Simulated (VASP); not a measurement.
# InP (F-43m) in VASP: notebook

One crystal, InP, is run at these levels: PBE; tasks: relaxation of cell and atoms.

Program: VASP 6.6.1. These are calculated values, not measurements. Logs are shortened: lines on timing, memory, paths and dates and some standing lists are left out, and cuts for length are marked.

## (1) The crystal as given

Symmetry: F-43m, No. 216, cubic system. Conventional cell: a = 5.861 Å, b = 5.861 Å, c = 5.861 Å, α = 90.00°, β = 90.00°, γ = 90.00°. In (site symmetry -43m) is surrounded by 4 P at 2.54 Å. Around P (site symmetry -43m) lie 4 In at 2.54 Å.

## (2) Relaxation of cell and atoms, PBE

File INCAR:

```
PREC = Accurate ; ENCUT = 520
EDIFF = 1E-7 ; ISMEAR = 0
SIGMA = 0.02 ; LREAL = F
LASPH = T ; NELM = 100
ALGO = Normal ; ISIF = 3
LWAVE = F ; LCHARG = F
GGA = PE ; IBRION = 2
NSW = 80 ; EDIFFG = -0.002
KPAR = 4
```

File KPOINTS:

```
regular mesh
0
Gamma
  10 10 10
```

File POSCAR:

```
InP
1.0
    0.0000000000      2.9305000000      2.9305000000
    2.9305000000      0.0000000000      2.9305000000
    2.9305000000      2.9305000000      0.0000000000
In P
1 1
Direct
    0.0000000000      0.0000000000      0.0000000000
    0.2500000000      0.2500000000      0.2500000000
```

Potentials or basis: VASP PAW PBE potentials, release 64 (In_d, P).

Command:

```console
$ cat potpaw_PBE.64/In_d/POTCAR potpaw_PBE.64/P/POTCAR > POTCAR
$ mpirun -np 4 vasp_std > vasp.out
```

OUTCAR:

```text
PREC = Accurate
   ENCUT = 520
   EDIFF = 1E-7
   ISMEAR = 0
   LREAL = F
   LASPH = T
   NELM = 100
   ISIF = 3
   GGA = PE
   IBRION = 2
   NSW = 80
   EDIFFG = -0.002

 ion  position               nearest neighbor table
   1  0.000  0.000  0.000-   2 2.54   2 2.54   2 2.54   2 2.54
   2  0.250  0.250  0.250-   1 2.54   1 2.54   1 2.54   1 2.54

  LATTYP: Found a face centered cubic cell.
 ALAT       =     5.8610000000

  Lattice vectors:

 A1 = (   0.0000000000,   2.9305000000,   2.9305000000)
 A2 = (   2.9305000000,   0.0000000000,   2.9305000000)
 A3 = (   2.9305000000,   2.9305000000,   0.0000000000)

Analysis of symmetry for initial positions (statically):
=====================================================================
 Subroutine PRICEL returns:
 Original cell was already a primitive cell.

 Routine SETGRP: Setting up the symmetry group for a
 face centered cubic supercell.

 Subroutine GETGRP returns: Found 24 space group operations
 (whereof 24 operations were pure point group operations)
 out of a pool of 48 trial point group operations.

The static configuration has the point symmetry T_d .

Analysis of symmetry for dynamics (positions and initial velocities):
=====================================================================
 Subroutine PRICEL returns:
 Original cell was already a primitive cell.

 Routine SETGRP: Setting up the symmetry group for a
 face centered cubic supercell.

 Subroutine GETGRP returns: Found 24 space group operations
 (whereof 24 operations were pure point group operations)
 out of a pool of 48 trial point group operations.

The dynamic configuration has the point symmetry T_d .

 Subroutine INISYM returns: Found 24 space group operations
 (whereof 24 operations are pure point group operations),
 and found     1 'primitive' translations

----------------------------------------------------------------------------------------

                                     Primitive cell

  volume of cell :      50.3333

  direct lattice vectors                    reciprocal lattice vectors
     0.000000000  2.930500000  2.930500000    -0.170619348  0.170619348  0.170619348
     2.930500000  0.000000000  2.930500000     0.170619348 -0.170619348  0.170619348
     2.930500000  2.930500000  0.000000000     0.170619348  0.170619348 -0.170619348

  length of vectors
     4.144352845  4.144352845  4.144352845     0.295521380  0.295521380  0.295521380

  position of ions in fractional coordinates (direct lattice)
     0.000000000  0.000000000  0.000000000
     0.250000000  0.250000000  0.250000000

  ion indices of the primitive-cell ions
   primitive index   ion index
                 1           1
                 2           2

----------------------------------------------------------------------------------------

 KPOINTS: regular mesh

Automatic generation of k-mesh.
 Grid dimensions read from file:
 generate k-points for:   10   10   10

 Generating k-lattice:

  Cartesian coordinates                     Fractional coordinates (reciprocal lattice)
    -0.017061935  0.017061935  0.017061935     0.100000000  0.000000000  0.000000000
     0.017061935 -0.017061935  0.017061935     0.000000000  0.100000000  0.000000000
     0.017061935  0.017061935 -0.017061935     0.000000000  0.000000000  0.100000000

  Length of vectors
     0.029552138  0.029552138  0.029552138

  Shift w.r.t. Gamma in fractional coordinates (k-lattice)
     0.000000000  0.000000000  0.000000000

 Subroutine IBZKPT returns following result:
 ===========================================

 Found     47 irreducible k-points:

 Following reciprocal coordinates:
            Coordinates               Weight
  0.000000  0.000000  0.000000      1.000000
  0.100000  0.000000  0.000000      8.000000
  0.200000  0.000000  0.000000      8.000000
  0.300000  0.000000  0.000000      8.000000
  0.400000  0.000000  0.000000      8.000000
  0.500000  0.000000  0.000000      4.000000
[... 16 lines left out ...]
  0.300000  0.300000  0.000000      6.000000
  0.400000  0.300000  0.000000     24.000000
 [... further k-points ...]
   k-points           NKPTS =     47   k-points in BZ     NKDIM =     47   number of bands    NBANDS=     13
   number of dos      NEDOS =    301   number of ions     NIONS =      2
   total plane-waves  NPLWV =  32768
   dimension x,y,z NGX =    32 NGY =   32 NGZ =   32
   dimension x,y,z NGXF=    64 NGYF=   64 NGZF=   64
   ions per type =               1   1
   NGX,Y,Z   is equivalent  to a cutoff of  12.84, 12.84, 12.84 a.u.
   NGXF,Y,Z  is equivalent  to a cutoff of  25.67, 25.67, 25.67 a.u.
 SYSTEM =  unknown system
   PREC   = accura    normal or accurate (medium, high low for compatibility)
   ISTART =      0    job   : 0-new  1-cont  2-samecut
   ICHARG =      2    charge: 1-file 2-atom 10-const
   ISPIN  =      1    spin polarized calculation?
   LNONCOLLINEAR =      F non collinear calculations
   LSORBIT =      F    spin-orbit coupling
   LASPH  =      T    aspherical Exc in radial PAW
   ENCUT  =  520.0 eV  38.22 Ry    6.18 a.u.   7.71  7.71  7.71*2*pi/ulx,y,z
   NELM   =    100;   NELMIN=  2; NELMDL= -5     # of ELM steps
   EDIFF  = 0.1E-06   stopping-criterion for ELM
   LREAL  =      F    real-space projection
   EDIFFG = -.2E-02   stopping-criterion for IOM
   NSW    =     80    number of steps for IOM
   IBRION =      2    ionic relax: 0-MD 1-quasi-New 2-CG
   NFREE  =      1    steps in history (QN), initial steepest desc. (CG)
   ISIF   =      3    stress and relaxation
   ISYM   =      2    0-nonsym 1-usesym 2-fastsym
   POTIM  = 0.5000    time-step for ionic-motion
   TEBEG  =    0.0;   TEEND  =   0.0 temperature during run
   PSTRESS=    0.0 pullay stress
   NELECT =      18.0000    total number of electrons
   NUPDOWN=      -1.0000    fix difference up-down
   EMIN   =  10.00;   EMAX   =-10.00  energy-range for DOS
   EFERMI =   0.00;   METHOD = LEGACY
   ISMEAR =     0;   SIGMA  =   0.02  broadening in eV -4-tet -1-fermi 0-gaus
   EFERMI_NEDOS =   21; number of points for ismear=-14 and -15
   IALGO  =     38    algorithm
   IMIX   =      4    mixing-type and parameters
     AMIX     =   0.40;   BMIX     =  1.00
     AMIX_MAG =   1.60;   BMIX_MAG =  1.00
  volume/ion in A,a.u.               =      25.17       169.83
  Fermi-wavevector in a.u.,A,eV,Ry     =   1.162021  2.195901 18.371846  1.350293
  Thomas-Fermi vector in A             =   2.298587
   LORBIT       =      0    0 simple, 1 ext, 2 COOP (PROOUT), +10 PAW based schemes
   GGA     = PE    functional components
   LHFCALC =     F    Hartree Fock is set to
   AEXX    =    0.0000 exact exchange contribution
   IVDW    =     0    specifies the selected vdW correction
   LEPSILON=     F    determine dielectric tensor
   LRPA    =     F    only Hartree local field effects (RPA)
 conjugate gradient relaxation of ions
 non-spin polarized calculation
 Gauss-broadening in eV      SIGMA  =   0.02
  energy-cutoff  :      520.00
  volume of cell :       50.33
 maximum number of plane-waves:      1380
   NGX = 15   NGY = 15   NGZ = 15

--------------------------------------- Ionic step        1  -------------------------------------------

 number of electron      18.0000005 magnetization

 Free energy of the ion-electron system (eV)
  ---------------------------------------------------
  ext. energy  EPLUGINS =         0.00000000
  ---------------------------------------------------
  free energy    TOTEN  =        -8.38247498 eV

  energy without entropy =       -8.38247498  energy(sigma->0) =       -8.38247498

------------------------ aborting loop because EDIFF is reached ----------------------------------------

  FORCE on cell =-STRESS in cart. coord.  units (eV):
  Direction    XX          YY          ZZ          XY          YZ          ZX
  --------------------------------------------------------------------------------------
  -------------------------------------------------------------------------------------
  Total        1.0326927      1.0326927      1.0326927      0.0000000     -0.0000000     -0.0000000
  in kB       32.8720290     32.8720290     32.8720290      0.0000000     -0.0000000     -0.0000000
  external PRESSURE =      32.8720290 kB  Pullay stress =       0.0000000 kB
[... 57 lines left out ...]
  energy  without entropy=       -8.4014726796  energy(sigma->0) =       -8.40147268

--------------------------------------- Ionic step        3  -------------------------------------------

 number of electron      18.0000005 magnetization

 Free energy of the ion-electron system (eV)
  ---------------------------------------------------
  ext. energy  EPLUGINS =         0.00000000
  ---------------------------------------------------
  free energy    TOTEN  =        -8.40729088 eV

  energy without entropy =       -8.40729088  energy(sigma->0) =       -8.40729088

 E-fermi :   4.7654     XC(G=0):  -9.0668

 val. band max:        4.6654310771   @ k =   0.0000   0.0000   0.0000
 cond. band min:       5.1094056730   @ k =   0.0000   0.0000   0.0000
 fundamental gap:      0.4439745959
 Fermi energy:         4.7654059236

 k-point     1 :       0.0000    0.0000    0.0000
  band No.  band energies     occupation
      1      -9.4308      2.00000
      2      -9.4308      2.00000
      3      -9.4308      2.00000
      4      -9.3018      2.00000
      5      -9.3018      2.00000
      6      -6.5267      2.00000
      7       4.6654      2.00000
      8       4.6654      2.00000
      9       4.6654      2.00000
     10       5.1094      0.00000
     11       8.7551      0.00000
     12       8.7551      0.00000
     13       8.7551      0.00000
[... 353 lines left out ...]
 k-point    24 :       0.4000    0.3000    0.0000
  band No.  band energies     occupation
      1      -9.5555      2.00000
      2      -9.3662      2.00000
      3      -9.3635      2.00000
      4      -9.3302      2.00000
      5      -9.2794      2.00000
      6      -4.9910      2.00000
      7       0.0518      2.00000
      8       2.6324      2.00000
      9       2.8805      2.00000
     10       6.9634      0.00000
     11       7.6508      0.00000
     12      11.3755      0.00000
     13      12.0122      0.00000

 [... further k-points ...]

------------------------ aborting loop because EDIFF is reached ----------------------------------------

  FORCE on cell =-STRESS in cart. coord.  units (eV):
  Direction    XX          YY          ZZ          XY          YZ          ZX
  --------------------------------------------------------------------------------------
  -------------------------------------------------------------------------------------
  Total        0.0024032      0.0024032      0.0024032      0.0000000      0.0000000     -0.0000000
  in kB        0.0728283      0.0728283      0.0728283      0.0000000      0.0000000     -0.0000000
  external PRESSURE =       0.0728283 kB  Pullay stress =       0.0000000 kB
[... 17 lines left out ...]
  FREE ENERGIE OF THE ION-ELECTRON SYSTEM (eV)
  ---------------------------------------------------
  free  energy   TOTEN  =        -8.4072908823 eV

  energy  without entropy=       -8.4072908823  energy(sigma->0) =       -8.40729088

 reached required accuracy - stopping structural energy minimisation
```

Wall time 18 s (4 MPI ranks of Intel Xeon Platinum 8488C (Sapphire Rapids), shared host); peak memory 0.2 GiB.

What came out:

- Free energy: -8.4073 eV
- Relaxed volume: 26.43 Å³/atom
- Relaxed cell: a = 4.213 Å, b = 4.213 Å, c = 4.213 Å, α = 60.00°, β = 60.00°, γ = 60.00°
- Space group after relaxing (to 0.05 Å): F-43m (No. 216)
- Energy gained by relaxing: 12.4 meV/atom
- Ionic steps: 3
- Pressure after relaxing: 0.0 GPa
- Band gap on the k mesh: 0.44 eV, direct

Step by step:
| step | energy change (eV) | largest force (eV/Å) | pressure (GPa) | volume (Å³) |
| --- | --- | --- | --- | --- |
| 1 | 0.0000 | 0.0000 | 3.29 | 50.33 |
| 2 | -0.0190 | 0.0000 | -1.38 | 54.19 |
| 3 | -0.0248 | 0.0000 | 0.01 | 52.87 |

Final structure:
```yaml
crystal:
  lattice:
    - [0.00000, 2.97890, 2.97890]
    - [2.97890, 0.00000, 2.97890]
    - [2.97890, 2.97890, 0.00000]
  atoms:
    - { symbol: In, position: [0.00000, 0.00000, 0.00000] }
    - { symbol: P, position: [0.25000, 0.25000, 0.25000] }
```

Caveat: spin-orbit coupling is left out, which moves the levels of the heavy elements.

## (3) Relaxation of cell and atoms, PBE

This run uses another cell than the first one, of 26.43 Å³/atom, 1.050 times its volume.

INCAR is that of step 2.

KPOINTS is that of step 2.

File POSCAR:

```
InP                                     
1.0
    0.0000000000      2.9788988845      2.9788988845
    2.9788988845     -0.0000000000      2.9788988845
    2.9788988845      2.9788988845     -0.0000000000
  In              P             
     1     1
Direct
     0.0000000000000000    0.0000000000000000    0.0000000000000000
     0.2500000000000000    0.2500000000000000    0.2500000000000000
```

Potentials or basis: VASP PAW PBE potentials, release 64 (In_d, P).

Command:

```console
$ cat potpaw_PBE.64/In_d/POTCAR potpaw_PBE.64/P/POTCAR > POTCAR
$ mpirun -np 4 vasp_std > vasp.out
```

Run time: 7.6 s. Hardware: 4 MPI ranks of Intel Xeon Platinum 8488C (Sapphire Rapids), shared host; peak memory 0.19 GiB.

It converged, with:

```yaml
Free_energy: -8.4080 eV
Pressure_after_relaxing: 0.0 GPa
Band_gap_on_the_k_mesh: 0.44 eV, direct
```

Final structure:
```
CELL_PARAMETERS angstrom
0.00000 2.97890 2.97890
2.97890 0.00000 2.97890
2.97890 2.97890 0.00000
ATOMIC_POSITIONS crystal
In 0.00000 0.00000 0.00000
P 0.25000 0.25000 0.25000
```

Levels at points of the mesh, in eV from the valence-band top:
```
           k point  band 7  band 8  band 9  band 10  band 11  band 12
(0.00, 0.00, 0.00)    0.00    0.00    0.00     0.44     4.09     4.09
(0.50, 0.00, 0.00)   -5.48   -0.90   -0.90     1.38     4.80     4.80
(0.50, 0.50, 0.00)   -5.54   -2.16   -2.16     1.85     2.26     8.91
```

Caveat: the relaxation stopped at its first step, so nothing moved; spin-orbit coupling is left out, which moves the levels of the heavy elements.
